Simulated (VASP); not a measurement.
# InAs (F-43m) in VASP: a series of runs, part 2 of 2

VASP 6.6.1. Earlier steps stand in the parts before.

### Step 5. Single point, PBE0

The input, POSCAR:

```
InAs
1.0
    0.0000000000      3.0240000793      3.0240000793
    3.0240000793      0.0000000000      3.0240000793
    3.0240000793      3.0240000793      0.0000000000
In As
1 1
Direct
    0.0000000000      0.0000000000      0.0000000000
    0.7500000000      0.7500000000      0.7500000000
```

The input, INCAR.step1:

```
SYSTEM = InAs
ALGO = Normal
EDIFF = 1E-5
ENCUT = 520
GGA = PE
ISIF = 2
ISMEAR = 0
LASPH = .TRUE.
LCHARG = .FALSE.
LREAL = .FALSE.
LWAVE = .TRUE.
NBANDS = 16
NELM = 100
PREC = Accurate
SIGMA = 0.05
```

The input, INCAR.step2:

```
SYSTEM = InAs
AEXX = 0.25
ALGO = Normal
EDIFF = 1E-6
ENCUT = 520
GGA = PE
ISIF = 2
ISMEAR = 0
ISTART = 1
LASPH = .TRUE.
LCHARG = .FALSE.
LHFCALC = .TRUE.
LREAL = .FALSE.
LWAVE = .FALSE.
NBANDS = 16
NELM = 100
PREC = Accurate
PRECFOCK = Normal
SIGMA = 0.05
```

The input, KPOINTS:

```
k-points
0
G
  6 6 6
  0 0 0
```

Potentials or basis: VASP PAW PBE potentials, release 64 (In_d, As).

Run with:

```sh
$ cat potpaw_PBE.64/In_d/POTCAR potpaw_PBE.64/As/POTCAR > POTCAR
$ cp INCAR.step1 INCAR
$ mpirun -np 1 vasp_std > vasp.out
$ cp INCAR.step2 INCAR
$ mpirun -np 1 vasp_std > vasp.out
```

OUTCAR:

```text
SYSTEM = InAs
   AEXX = 0.25
   EDIFF = 1E-6
   ENCUT = 520
   GGA = PE
   ISIF = 2
   ISMEAR = 0
   ISTART = 1
   LASPH = .TRUE.
   LHFCALC = .TRUE.
   LREAL = .FALSE.
   NELM = 100
   PREC = Accurate
   PRECFOCK = Normal

 ion  position               nearest neighbor table
   1  0.000  0.000  0.000-   2 2.62   2 2.62   2 2.62   2 2.62
   2  0.750  0.750  0.750-   1 2.62   1 2.62   1 2.62   1 2.62

  LATTYP: Found a face centered cubic cell.
 ALAT       =     6.0480001586

  Lattice vectors:

 A1 = (   0.0000000000,   3.0240000793,   3.0240000793)
 A2 = (   3.0240000793,   0.0000000000,   3.0240000793)
 A3 = (   3.0240000793,   3.0240000793,   0.0000000000)

Analysis of symmetry for initial positions (statically):
=====================================================================
 Subroutine PRICEL returns:
 Original cell was already a primitive cell.

 Routine SETGRP: Setting up the symmetry group for a
 face centered cubic supercell.

 Subroutine GETGRP returns: Found 24 space group operations
 (whereof 24 operations were pure point group operations)
 out of a pool of 48 trial point group operations.

The static configuration has the point symmetry T_d .

Analysis of symmetry for dynamics (positions and initial velocities):
=====================================================================
 Subroutine PRICEL returns:
 Original cell was already a primitive cell.

 Routine SETGRP: Setting up the symmetry group for a
 face centered cubic supercell.

 Subroutine GETGRP returns: Found 24 space group operations
 (whereof 24 operations were pure point group operations)
 out of a pool of 48 trial point group operations.

The dynamic configuration has the point symmetry T_d .

 Subroutine INISYM returns: Found 24 space group operations
[... 110 lines left out ...]
  Fermi-wavevector in a.u.,A,eV,Ry     =   1.126092  2.128005 17.253319  1.268083
  Thomas-Fermi vector in A             =   2.262772
   LORBIT       =      0    0 simple, 1 ext, 2 COOP (PROOUT), +10 PAW based schemes
   GGA     = PE    functional components
   LHFCALC =     T    Hartree Fock is set to
   PRECFOCK=normal    Normal, Fast or Accurate (Low or Medium for compatibility)
   ENCUT4O =  -1.0   cutoff for four orbital integrals eV
   NKREDX  =     1    reduce k-point grid by
   NKREDY  =     1    reduce k-point grid by
   NKREDZ  =     1    reduce k-point grid by
   AEXX    =    0.2500 exact exchange contribution
   HFSCREEN=    0.0000 screening length (either q_TF or 0.3 A-1)
   HFSCREENC=   0.0000 screening length for correlation (either q_TF or 0.3 A-1)
   ENCUTFOCK=  -1.0 apply spherical cutoff to Coloumb kernel
   IVDW    =     0    specifies the selected vdW correction
   LEPSILON=     F    determine dielectric tensor
   LRPA    =     F    only Hartree local field effects (RPA)
 non-spin polarized calculation
 Gauss-broadening in eV      SIGMA  =   0.05
  energy-cutoff  :      520.00
  volume of cell :       55.31
 maximum number of plane-waves:      1524
  NGX = 24; NGY = 24; NGZ = 24

 number of electron      17.9999990 magnetization

 Free energy of the ion-electron system (eV)
  ---------------------------------------------------
  ext. energy  EPLUGINS =         0.00000000
  ---------------------------------------------------
  free energy    TOTEN  =       -10.09431179 eV

  energy without entropy =      -10.09431179  energy(sigma->0) =      -10.09431179

 E-fermi :   3.9743     XC(G=0):  -7.2002

 val. band max:        3.7662968842   @ k =   0.0000   0.0000   0.0000
 cond. band min:       4.8937342455   @ k =   0.0000   0.0000   0.0000
 fundamental gap:      1.1274373613
 Fermi energy:         3.9743277962

 k-point     1 :       0.0000    0.0000    0.0000
  band No.  band energies     occupation
      1     -12.4540      2.00000
      2     -12.4540      2.00000
      3     -12.4540      2.00000
      4     -12.3203      2.00000
      5     -12.3203      2.00000
      6      -9.3726      2.00000
[... 281 lines left out ...]
      3     -12.3777      2.00000
      4     -12.3428      2.00000
      5     -12.3080      2.00000
      6      -7.1113      2.00000
[... 8 lines left out ...]
     15      17.2536      0.00000
     16      17.3803      0.00000

------------------------ aborting loop because EDIFF is reached ----------------------------------------

  FORCE on cell =-STRESS in cart. coord.  units (eV):
  Direction    XX          YY          ZZ          XY          YZ          ZX
  --------------------------------------------------------------------------------------
  -------------------------------------------------------------------------------------
  Total        0.4874647      0.4874647      0.4874647     -0.0000000      0.0000000      0.0000000
  in kB       14.1214208     14.1214208     14.1214208     -0.0000000      0.0000000      0.0000000
  external PRESSURE =      14.1214208 kB  Pullay stress =       0.0000000 kB

 VOLUME and BASIS-vectors are now :
 -----------------------------------------------------------------------------
  energy-cutoff  :      520.00
  volume of cell :       55.31
      direct lattice vectors                 reciprocal lattice vectors
     0.000000000  3.024000079  3.024000079    -0.165343911  0.165343911  0.165343911
     3.024000079  0.000000000  3.024000079     0.165343911 -0.165343911  0.165343911
     3.024000079  3.024000079  0.000000000     0.165343911  0.165343911 -0.165343911

 POSITION                                       TOTAL-FORCE (eV/Angst)
 -----------------------------------------------------------------------------------
      0.00000      0.00000      0.00000         0.000000      0.000000      0.000000
      4.53600      4.53600      4.53600        -0.000000     -0.000000     -0.000000
 -----------------------------------------------------------------------------------
    total drift:                               -0.000025     -0.000025     -0.000019

  FREE ENERGIE OF THE ION-ELECTRON SYSTEM (eV)
  ---------------------------------------------------
  free  energy   TOTEN  =       -10.0943117914 eV

  energy  without entropy=      -10.0943117914  energy(sigma->0) =      -10.09431179
```

OUTCAR.step1:

```text
SYSTEM = InAs
   EDIFF = 1E-5
   ENCUT = 520
   GGA = PE
   ISIF = 2
   ISMEAR = 0
[... 515 lines left out ...]
      0.00000      0.00000      0.00000        -0.000000      0.000000      0.000000
      4.53600      4.53600      4.53600         0.000000     -0.000000     -0.000000
 -----------------------------------------------------------------------------------
    total drift:                                0.000000      0.000000      0.000000

  FREE ENERGIE OF THE ION-ELECTRON SYSTEM (eV)
  ---------------------------------------------------
  free  energy   TOTEN  =        -7.6546421270 eV

  energy  without entropy=       -7.6542850383  energy(sigma->0) =       -7.65446358
```

It took 71 min on 1 thread of Oxide Virtual Turin-like, shared host; peak memory 0.18 GiB.

Results:

- Free energy: -10.0943 eV
- Pressure: 1.4 GPa
- Band gap on the k mesh: 1.13 eV

Caveat: the PAW data sets were made with another functional, which shifts forces and pressure a little; spin-orbit coupling is left out, which moves the levels of the heavy elements.

### Step 6. Summary

| level | share of exact exchange | screening parameter | gap on the mesh (eV) | pressure (GPa) |
| --- | --- | --- | --- | --- |
| HSE06 | 0.25 | 0.2079 1/Å | 0.54 | 1.7 |
| PBE-based screened hybrid with 45 % exact exchange | 0.45 | 0.1 1/Å | 1.69 | -0.4 |
| PBE-based screened hybrid with 20 % exact exchange | 0.2 | 0.20787 1/Å | 0.38 | 2.0 |
| PBE0 | 0.25 | - | 1.13 | 1.4 |

Alike in all rows: task single point; potentials or basis VASP PAW PBE potentials, release 64 (In_d, As); no spin polarisation; cell as given; k mesh 6 × 6 × 6; cutoff (eV) 520; smearing gaussian 0.05 eV.

On the cell as given the gap runs from 0.38 eV (PBE-based screened hybrid with 20 % exact exchange) to 1.69 eV (PBE-based screened hybrid with 45 % exact exchange). The pressure there spans -0.4 GPa (PBE-based screened hybrid with 45 % exact exchange) to 2.0 GPa (PBE-based screened hybrid with 20 % exact exchange); a positive pressure means that this level wants a larger cell, a negative one a smaller.

Caveats: the PAW data sets were made with another functional, which shifts forces and pressure a little; spin-orbit coupling is left out, which moves the levels of the heavy elements.

Total energies depend on the potentials used, so only differences within one code and one set of settings carry meaning.

### Step 7. Against experiment

Step 3. A measured gap of InAs is 0.418 eV (direct; 4.2 K; a printed reference work, data compilation); the calculated 1.69 eV misses it by +1.27 eV. So large a miss can be the level of theory's own, or it may mean another phase, state or a wrong row. Spin-orbit coupling on As, In is left out. The value is that of PBE-based screened hybrid with 45 % exact exchange, without temperature or zero-point motion.
